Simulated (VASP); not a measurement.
Here is a VASP 6.6.1 calculation.

File INCAR:

```
ALGO     = Normal         # electronic algorithm
EDIFF    = 1E-6           # SCF threshold, eV
ENCUT    = 520            # plane-wave cutoff, eV
GGA      = PS             # functional
ISIF     = 2              # what is computed and relaxed
ISMEAR   = 0              # smearing method
LASPH    = True           # aspherical terms in the spheres
LCHARG   = False          # write CHGCAR
LREAL    = False          # projectors in reciprocal space
LWAVE    = False          # write WAVECAR
NBANDS   = 16             # bands
NELM     = 100            # most SCF steps
PREC     = Accurate       # precision mode
SIGMA    = 0.05           # smearing width, eV
```

KPOINTS

```
k-points
0
Gamma
  10 10 10
```

Contents of POSCAR:

```
GaSb
1.0
    0.0000000000      3.0646783450      3.0646783450
    3.0646783450      0.0000000000      3.0646783450
    3.0646783450      3.0646783450      0.0000000000
Ga Sb
1 1
Direct
    0.0000000000      0.0000000000      0.0000000000
    0.7500000000      0.7500000000      0.7500000000
```

Potentials or basis: VASP PAW PBE potentials, release 64 (Ga_d, Sb).

The run is started by

```sh
$ cat potpaw_PBE.64/Ga_d/POTCAR potpaw_PBE.64/Sb/POTCAR > POTCAR
$ mpirun -np 1 vasp_std > vasp.out
```

Task: What does it give for the band gap on the k mesh?

Result: Zero (filled and empty bands touch).

Task: Estimate the pressure.

Result: -0.3 GPa.

Caveat: the PAW data sets were made with another functional, which shifts forces and pressure a little; spin-orbit coupling is left out, which moves the levels of the heavy elements.

**Measured values to compare with.**

From a printed reference work, data compilation, for a bulk crystal of GaSb at 4.2 K: band gap 0.811 eV (direct).

Against the measured gap of GaSb, 0.811 eV (direct; 4.2 K; a printed reference work, data compilation), the calculated 0.00 eV is off by -0.81 eV. Spin-orbit coupling on Ga, Sb is left out. The value is that of PBEsol on a finite k mesh, which can miss the band edges, without temperature or zero-point motion. Semilocal functionals fall short of measured gaps as a rule.
